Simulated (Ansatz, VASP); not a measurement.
# Li in VASP and in Ansatz

```xyz
1
Lattice="-1.7547 1.7547 1.7547 1.7547 -1.7547 1.7547 1.7547 1.7547 -1.7547" Properties=species:S:1:pos:R:3 pbc="T T T"
Li    0.0000    0.0000    0.0000
```

Alike in both runs: task relaxation of cell and atoms; functional BLYP; k mesh 11 × 11 × 11; occupations fermi-dirac, width 0.05 eV; no spin polarisation.

```csv
,VASP,Ansatz
version,VASP 6.6.1,Ansatz 0.2.0
potentials or method,"VASP PAW PBE potentials, release 64 (Li_sv)",Ansatz PAW
plane-wave cutoff (eV),600,420
valence electrons in the cell,3,3
```

```csv
,VASP,Ansatz,Ansatz less VASP
"gap on the k mesh at the Fermi level, each at its own relaxed structure (eV)",none,none,-
relaxed volume (Å³/atom),19.92,20.02,+0.108
relaxed cell length with the largest relative difference (Å),2.958,2.963,+0.0053
energy change over the relaxation (meV/atom),-6,-5,+0.8
```

A gap of «none» marks a metal or a gap that the smearing closes.

Caveats: the cutoff is under 1.25 times the usual one of these potentials, so pressure, stress and relaxed cells hold a basis-set (Pulay) error (VASP); the PAW data sets were made with another functional, which shifts forces and pressure a little (VASP); the potentials were made for another functional, which shifts forces and pressure (Ansatz); the plane-wave basis is chosen anew once the cell has moved, so the energies of steps on either side of that aren't comparable (Ansatz).
